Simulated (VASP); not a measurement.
# SrTiO3 (Tausonite) (Pm-3m) in VASP: a series of runs

The runs below take SrTiO3 (Tausonite) through relaxation of cell and atoms, with PBEsol.

All numbers are computed with VASP 6.6.1; they aren't measurements. Logs are shortened: lines on timing, memory, paths and dates and some standing lists are left out, and cuts for length are marked.

## Step 1: Starting point

It takes space group Pm-3m (No. 221, cubic). Conventional cell: a = 3.905 Å, b = 3.905 Å, c = 3.905 Å, α = 90.00°, β = 90.00°, γ = 90.00°. Around Sr (site symmetry m-3m) lie 12 O at 2.76 Å. Ti (site symmetry m-3m) has 6 O at 1.95 Å as nearest neighbours. O (site symmetry 4/mmm) is surrounded by 2 Ti at 1.95 Å.

## Step 2: Relaxation of cell and atoms, PBEsol

File INCAR:

```
SYSTEM = SrTiO3
ALGO = Normal
EDIFF = 1E-6
EDIFFG = -0.01
ENCUT = 600
GGA = PS
IBRION = 2
ISIF = 3
ISMEAR = 0
KPAR = 2
LASPH = .TRUE.
LCHARG = .FALSE.
LREAL = .FALSE.
LWAVE = .FALSE.
NELM = 80
NSW = 90
PREC = Accurate
SIGMA = 0.03
```

File KPOINTS:

```
k-points
0
G
  8 8 8
  0 0 0
```

File POSCAR:

```
SrTiO3
1.0
    3.9052800000      0.0000000000      0.0000000000
    0.0000000000      3.9052800000      0.0000000000
    0.0000000000      0.0000000000      3.9052800000
Sr Ti O
1 1 3
Direct
    0.5000000000      0.5000000000      0.5000000000
    0.0000000000      0.0000000000      0.0000000000
    0.5000000000      0.0000000000      0.0000000000
    0.0000000000      0.5000000000      0.0000000000
    0.0000000000      0.0000000000      0.5000000000
```

Potentials or basis: VASP PAW PBE potentials, release 64 (Sr_sv, Ti_sv, O).

The run is started by

```console
cat potpaw_PBE.64/Sr_sv/POTCAR potpaw_PBE.64/Ti_sv/POTCAR potpaw_PBE.64/O/POTCAR > POTCAR
mpirun -np 2 vasp_std > vasp.out
```

OUTCAR:

```text
SYSTEM = SrTiO3
   EDIFF = 1E-6
   EDIFFG = -0.01
   ENCUT = 600
   GGA = PS
   IBRION = 2
   ISIF = 3
   ISMEAR = 0
   LASPH = .TRUE.
   LREAL = .FALSE.
   NELM = 80
   NSW = 90
   PREC = Accurate

 ion  position               nearest neighbor table
   1  0.500  0.500  0.500-   3 2.76   4 2.76   5 2.76   3 2.76   4 2.76   3 2.76   5 2.76   3 2.76
                             4 2.76   5 2.76   4 2.76   5 2.76   2 3.38   2 3.38   2 3.38   2 3.38
   2  0.000  0.000  0.000-   3 1.95   4 1.95   5 1.95   5 1.95   4 1.95   3 1.95   1 3.38   1 3.38
                             1 3.38   1 3.38   1 3.38   1 3.38   1 3.38   1 3.38
   3  0.500  0.000  0.000-   2 1.95   2 1.95   1 2.76   1 2.76   1 2.76   1 2.76
   4  0.000  0.500  0.000-   2 1.95   2 1.95   1 2.76   1 2.76   1 2.76   1 2.76
   5  0.000  0.000  0.500-   2 1.95   2 1.95   1 2.76   1 2.76   1 2.76   1 2.76

  LATTYP: Found a simple cubic cell.
 ALAT       =     3.9052800000

  Lattice vectors:

 A1 = (   3.9052800000,   0.0000000000,   0.0000000000)
 A2 = (   0.0000000000,   3.9052800000,   0.0000000000)
 A3 = (   0.0000000000,   0.0000000000,   3.9052800000)

Analysis of symmetry for initial positions (statically):
=====================================================================
 Subroutine PRICEL returns:
 Original cell was already a primitive cell.

 Routine SETGRP: Setting up the symmetry group for a
 simple cubic supercell.

 Subroutine GETGRP returns: Found 48 space group operations
 (whereof 48 operations were pure point group operations)
 out of a pool of 48 trial point group operations.

The static configuration has the point symmetry O_h .

Analysis of symmetry for dynamics (positions and initial velocities):
=====================================================================
 Subroutine PRICEL returns:
 Original cell was already a primitive cell.

 Routine SETGRP: Setting up the symmetry group for a
 simple cubic supercell.

 Subroutine GETGRP returns: Found 48 space group operations
 (whereof 48 operations were pure point group operations)
 out of a pool of 48 trial point group operations.

The dynamic configuration has the point symmetry O_h .

 Subroutine INISYM returns: Found 48 space group operations
 (whereof 48 operations are pure point group operations),
 and found     1 'primitive' translations

----------------------------------------------------------------------------------------

                                     Primitive cell

  volume of cell :      59.5603

  direct lattice vectors                    reciprocal lattice vectors
     3.905280000  0.000000000  0.000000000     0.256063586  0.000000000  0.000000000
     0.000000000  3.905280000  0.000000000     0.000000000  0.256063586  0.000000000
     0.000000000  0.000000000  3.905280000     0.000000000  0.000000000  0.256063586

  length of vectors
     3.905280000  3.905280000  3.905280000     0.256063586  0.256063586  0.256063586

  position of ions in fractional coordinates (direct lattice)
     0.500000000  0.500000000  0.500000000
     0.000000000  0.000000000  0.000000000
     0.500000000  0.000000000  0.000000000
     0.000000000  0.500000000  0.000000000
     0.000000000  0.000000000  0.500000000

  ion indices of the primitive-cell ions
   primitive index   ion index
                 1           1
                 2           2
                 3           3
                 4           4
                 5           5

----------------------------------------------------------------------------------------

 KPOINTS: k-points

Automatic generation of k-mesh.
 Grid dimensions read from file:
 generate k-points for:    8    8    8

 Generating k-lattice:

  Cartesian coordinates                     Fractional coordinates (reciprocal lattice)
     0.032007948  0.000000000  0.000000000     0.125000000  0.000000000  0.000000000
     0.000000000  0.032007948  0.000000000     0.000000000  0.125000000  0.000000000
     0.000000000  0.000000000  0.032007948     0.000000000  0.000000000  0.125000000

  Length of vectors
     0.032007948  0.032007948  0.032007948

  Shift w.r.t. Gamma in fractional coordinates (k-lattice)
     0.000000000  0.000000000  0.000000000

 Subroutine IBZKPT returns following result:
 ===========================================

 Found     35 irreducible k-points:

 Following reciprocal coordinates:
            Coordinates               Weight
  0.000000  0.000000  0.000000      1.000000
  0.125000  0.000000  0.000000      6.000000
  0.250000  0.000000  0.000000      6.000000
  0.375000  0.000000  0.000000      6.000000
  0.500000  0.000000  0.000000      3.000000
  0.125000  0.125000  0.000000     12.000000
[... 16 lines left out ...]
  0.375000  0.375000  0.125000     24.000000
  0.500000  0.375000  0.125000     24.000000
 [... further k-points ...]
   k-points           NKPTS =     35   k-points in BZ     NKDIM =     35   number of bands    NBANDS=     24
   number of dos      NEDOS =    301   number of ions     NIONS =      5
   total plane-waves  NPLWV =  32768
   dimension x,y,z NGX =    32 NGY =   32 NGZ =   32
   dimension x,y,z NGXF=    64 NGYF=   64 NGZF=   64
   ions per type =               1   1   3
   NGX,Y,Z   is equivalent  to a cutoff of  13.62, 13.62, 13.62 a.u.
   NGXF,Y,Z  is equivalent  to a cutoff of  27.24, 27.24, 27.24 a.u.
 SYSTEM =  SrTiO3
   PREC   = accura    normal or accurate (medium, high low for compatibility)
   ISTART =      0    job   : 0-new  1-cont  2-samecut
   ICHARG =      2    charge: 1-file 2-atom 10-const
   ISPIN  =      1    spin polarized calculation?
   LNONCOLLINEAR =      F non collinear calculations
   LSORBIT =      F    spin-orbit coupling
   LASPH  =      T    aspherical Exc in radial PAW
   ENCUT  =  600.0 eV  44.10 Ry    6.64 a.u.   7.80  7.80  7.80*2*pi/ulx,y,z
   NELM   =     80;   NELMIN=  2; NELMDL= -5     # of ELM steps
   EDIFF  = 0.1E-05   stopping-criterion for ELM
   LREAL  =      F    real-space projection
   EDIFFG = -.1E-01   stopping-criterion for IOM
   NSW    =     90    number of steps for IOM
   IBRION =      2    ionic relax: 0-MD 1-quasi-New 2-CG
   NFREE  =      1    steps in history (QN), initial steepest desc. (CG)
   ISIF   =      3    stress and relaxation
   ISYM   =      2    0-nonsym 1-usesym 2-fastsym
   POTIM  = 0.5000    time-step for ionic-motion
   TEBEG  =    0.0;   TEEND  =   0.0 temperature during run
   PSTRESS=    0.0 pullay stress
   NELECT =      40.0000    total number of electrons
   NUPDOWN=      -1.0000    fix difference up-down
   EMIN   =  10.00;   EMAX   =-10.00  energy-range for DOS
   EFERMI =   0.00;   METHOD = LEGACY
   ISMEAR =     0;   SIGMA  =   0.03  broadening in eV -4-tet -1-fermi 0-gaus
   EFERMI_NEDOS =   21; number of points for ismear=-14 and -15
   IALGO  =     38    algorithm
   IMIX   =      4    mixing-type and parameters
     AMIX     =   0.40;   BMIX     =  1.00
     AMIX_MAG =   1.60;   BMIX_MAG =  1.00
  volume/ion in A,a.u.               =      11.91        80.39
  Fermi-wavevector in a.u.,A,eV,Ry     =   1.433648  2.709203 27.964703  2.055348
  Thomas-Fermi vector in A             =   2.553143
   LORBIT       =      0    0 simple, 1 ext, 2 COOP (PROOUT), +10 PAW based schemes
   GGA     = PS    functional components
   LHFCALC =     F    Hartree Fock is set to
   AEXX    =    0.0000 exact exchange contribution
   IVDW    =     0    specifies the selected vdW correction
   LEPSILON=     F    determine dielectric tensor
   LRPA    =     F    only Hartree local field effects (RPA)
 conjugate gradient relaxation of ions
 non-spin polarized calculation
 Gauss-broadening in eV      SIGMA  =   0.03
  energy-cutoff  :      600.00
  volume of cell :       59.56
 maximum number of plane-waves:      2008
 NGX is ok and might be reduce to    32
   NGX = 15   NGY = 15   NGZ = 15

--------------------------------------- Ionic step        1  -------------------------------------------

 number of electron      39.9999979 magnetization

 Free energy of the ion-electron system (eV)
  ---------------------------------------------------
  ext. energy  EPLUGINS =         0.00000000
  ---------------------------------------------------
  free energy    TOTEN  =       -42.02103690 eV

  energy without entropy =      -42.02103690  energy(sigma->0) =      -42.02103690

------------------------ aborting loop because EDIFF is reached ----------------------------------------

  FORCE on cell =-STRESS in cart. coord.  units (eV):
  Direction    XX          YY          ZZ          XY          YZ          ZX
  --------------------------------------------------------------------------------------
  -------------------------------------------------------------------------------------
  Total       -0.5652723     -0.5652723     -0.5652723      0.0000000      0.0000000      0.0000000
  in kB      -15.2058873    -15.2058873    -15.2058873      0.0000000      0.0000000      0.0000000
  external PRESSURE =     -15.2058873 kB  Pullay stress =       0.0000000 kB

 VOLUME and BASIS-vectors are now :
 -----------------------------------------------------------------------------
  energy-cutoff  :      600.00
  volume of cell :       59.56
      direct lattice vectors                 reciprocal lattice vectors
     3.905280000  0.000000000  0.000000000     0.256063586  0.000000000  0.000000000
     0.000000000  3.905280000  0.000000000     0.000000000  0.256063586  0.000000000
     0.000000000  0.000000000  3.905280000     0.000000000  0.000000000  0.256063586
[... 40 lines left out ...]
 POSITION                                       TOTAL-FORCE (eV/Angst)
 -----------------------------------------------------------------------------------
      1.94199      1.94199      1.94199        -0.000000      0.000000      0.000000
      0.00000      0.00000      0.00000         0.000000     -0.000000      0.000000
      1.94199      0.00000      0.00000         0.000000     -0.000000      0.000000
      0.00000      1.94199      0.00000         0.000000     -0.000000      0.000000
     -0.00000      0.00000      1.94199        -0.000000      0.000000      0.000000
 -----------------------------------------------------------------------------------
    total drift:                                0.000000      0.000000     -0.000000

  FREE ENERGIE OF THE ION-ELECTRON SYSTEM (eV)
  ---------------------------------------------------
  free  energy   TOTEN  =       -42.0209644680 eV

  energy  without entropy=      -42.0209644680  energy(sigma->0) =      -42.02096447

--------------------------------------- Ionic step        3  -------------------------------------------

 number of electron      39.9999982 magnetization

 Free energy of the ion-electron system (eV)
  ---------------------------------------------------
  ext. energy  EPLUGINS =         0.00000000
  ---------------------------------------------------
  free energy    TOTEN  =       -42.02328934 eV

  energy without entropy =      -42.02328934  energy(sigma->0) =      -42.02328934

 E-fermi :   4.2731     XC(G=0): -11.5816

 val. band max:        4.0886735538   @ k =   0.5000   0.5000   0.5000
 cond. band min:       5.9045215562   @ k =   0.0000   0.0000   0.0000
 fundamental gap:      1.8158480024
 Fermi energy:         4.2730660934

 k-point     1 :       0.0000    0.0000    0.0000
  band No.  band energies     occupation
      1     -52.0790      2.00000
      2     -28.5313      2.00000
      3     -28.4467      2.00000
      4     -28.4467      2.00000
      5     -28.4467      2.00000
      6     -13.2996      2.00000
[... 16 lines left out ...]
     23       5.9045      0.00000
     24       8.4791      0.00000
[... 598 lines left out ...]
      2     -28.5489      2.00000
      3     -28.5085      2.00000
      4     -28.4563      2.00000
      5     -28.4522      2.00000
      6     -12.7884      2.00000
[... 16 lines left out ...]
     23       8.2736      0.00000
     24       9.9450      0.00000

 [... further k-points ...]

------------------------ aborting loop because EDIFF is reached ----------------------------------------

  FORCE on cell =-STRESS in cart. coord.  units (eV):
  Direction    XX          YY          ZZ          XY          YZ          ZX
  --------------------------------------------------------------------------------------
  -------------------------------------------------------------------------------------
  Total       -0.0033622     -0.0033622     -0.0033622     -0.0000000     -0.0000000      0.0000000
  in kB       -0.0911806     -0.0911806     -0.0911806     -0.0000000     -0.0000000      0.0000000
  external PRESSURE =      -0.0911806 kB  Pullay stress =       0.0000000 kB

 VOLUME and BASIS-vectors are now :
 -----------------------------------------------------------------------------
  energy-cutoff  :      600.00
  volume of cell :       59.08
      direct lattice vectors                 reciprocal lattice vectors
     3.894747596  0.000000000  0.000000000     0.256756048 -0.000000000  0.000000000
     0.000000000  3.894747596  0.000000000    -0.000000000  0.256756048 -0.000000000
    -0.000000000  0.000000000  3.894747596     0.000000000 -0.000000000  0.256756048

 POSITION                                       TOTAL-FORCE (eV/Angst)
 -----------------------------------------------------------------------------------
      1.94737      1.94737      1.94737        -0.000000      0.000000      0.000000
      0.00000      0.00000      0.00000         0.000000     -0.000000      0.000000
      1.94737      0.00000      0.00000         0.000000     -0.000000      0.000000
      0.00000      1.94737      0.00000         0.000000     -0.000000      0.000000
     -0.00000      0.00000      1.94737        -0.000000      0.000000      0.000000
 -----------------------------------------------------------------------------------
    total drift:                                0.000000      0.000000     -0.000000

  FREE ENERGIE OF THE ION-ELECTRON SYSTEM (eV)
  ---------------------------------------------------
  free  energy   TOTEN  =       -42.0232893434 eV

  energy  without entropy=      -42.0232893434  energy(sigma->0) =      -42.02328934

 reached required accuracy - stopping structural energy minimisation
```

Wall time 46 s (2 MPI ranks of AMD EPYC 9R45 (Zen 5), shared host); peak memory 0.2 GiB.

What came out:

* Free energy: -42.0233 eV
* Relaxed volume: 11.82 Å³/atom
* Relaxed cell: a = 3.895 Å, b = 3.895 Å, c = 3.895 Å, α = 90.00°, β = 90.00°, γ = 90.00°
* Space group after relaxing (to 0.05 Å): Pm-3m (No. 221)
* Energy gained by relaxing: 0.5 meV/atom
* Ionic steps: 3
* Pressure after relaxing: 0.0 GPa
* Band gap on the k mesh: 1.82 eV, indirect (least direct gap 2.17 eV)

Step by step:
| step | energy change (eV) | largest force (eV/Å) | pressure (GPa) | volume (Å³) |
| --- | --- | --- | --- | --- |
| 1 | 0.0000 | 0.0000 | -1.52 | 59.56 |
| 2 | 0.0001 | 0.0000 | 1.55 | 58.59 |
| 3 | -0.0023 | 0.0000 | -0.01 | 59.08 |

Final structure:
```xyz
5
Lattice="3.8947 0.0000 0.0000 0.0000 3.8947 0.0000 0.0000 0.0000 3.8947" Properties=species:S:1:pos:R:3 pbc="T T T"
Sr    1.9474    1.9474    1.9474
Ti    0.0000    0.0000    0.0000
O     1.9474    0.0000    0.0000
O     0.0000    1.9474    0.0000
O     0.0000    0.0000    1.9474
```

Caveat: the PAW data sets were made with another functional, which shifts forces and pressure a little.

[end of part 1 of 2]
